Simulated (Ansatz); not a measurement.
A computed series for NaCl: response to strain

Consider NaCl in the rock salt structure (space group Fm-3m, No. 225).

```yaml
crystal:
  lattice:
    - [0.00000, 2.80073, 2.80073]
    - [2.80073, 0.00000, 2.80073]
    - [2.80073, 2.80073, 0.00000]
  atoms:
    - { symbol: Na, position: [0.00000, 0.00000, 0.00000] }
    - { symbol: Cl, position: [0.50000, 0.50000, 0.50000] }
```

Cartesian axes are those of the cell as printed.

Strains are applied to the cell and any free atomic positions relax; under biaxial strain the out-of-plane vector relaxes too.

The values are results of Ansatz (a quantum-chemistry and plane-wave program) PBEsol, spin-orbit coupling left out, not measurements.

Notes on the quantities. energy relative to the base: free energy F.

```json
[
 {"biaxial strain, plane normal [001], relaxed out of plane (%)": "0", "energy relative to the base (meV/atom)": "0.0"},
 {"biaxial strain, plane normal [001], relaxed out of plane (%)": "0.5", "energy relative to the base (meV/atom)": "0.2"},
 {"biaxial strain, plane normal [001], relaxed out of plane (%)": "1", "energy relative to the base (meV/atom)": "0.8"},
 {"biaxial strain, plane normal [001], relaxed out of plane (%)": "1.5", "energy relative to the base (meV/atom)": "1.8"},
 {"biaxial strain, plane normal [001], relaxed out of plane (%)": "2", "energy relative to the base (meV/atom)": "3.1"},
 {"biaxial strain, plane normal [001], relaxed out of plane (%)": "2.5", "energy relative to the base (meV/atom)": "?"},
 {"biaxial strain, plane normal [001], relaxed out of plane (%)": "3", "energy relative to the base (meV/atom)": "6.6"}
]
```

Task: Fit ΔE = Aε² + Bε³ (ε in %) to the rows shown and predict the withheld row.

Result: Least squares on the printed values gives A = 0.857 and B = -0.041 meV/atom (largest residual 0.0 meV/atom); this predicts 4.7 meV/atom, and the run gives 4.7 meV/atom, in agreement.

Stability against distortions was not tested.
